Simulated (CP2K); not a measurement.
InAs:

```
In As
1.0
     4.26810    0.00000    0.00000
     2.13405    3.69628    0.00000
     2.13405    1.23209    3.48489
In As
1 1
Direct
  0.00000 0.00000 0.00000
  0.75000 0.75000 0.75000
```

Base run:

| Item | Value |
| --- | --- |
| Program | CP2K 2026.2 |
| Functional | vdW-DF2 |
| Potentials or basis | POTENTIAL_UZH In GTH-PBE-q13, As GTH-PBE-q5; TZVP-MOLOPT-PBE-GTH basis |
| Density cutoff | 9184 eV |
| k mesh | 8 × 8 × 8 |
| Occupations | fermi-dirac, width 0.05 eV |
| Spin | no spin polarisation |

Its results: band gap on the k mesh none (metal or under the smearing width); pressure 9.0 GPa.

Task: The run is repeated on the same cell with these changes: functional from vdW-DF2 to LDA. What comes out?

Result: Band gap on the k mesh none (metal or under the smearing width); pressure 2.0 GPa.

Caveats: the potentials were made for another functional, which shifts forces and pressure; the basis of atomic orbitals isn't converged, which shifts pressures, moduli and gaps.
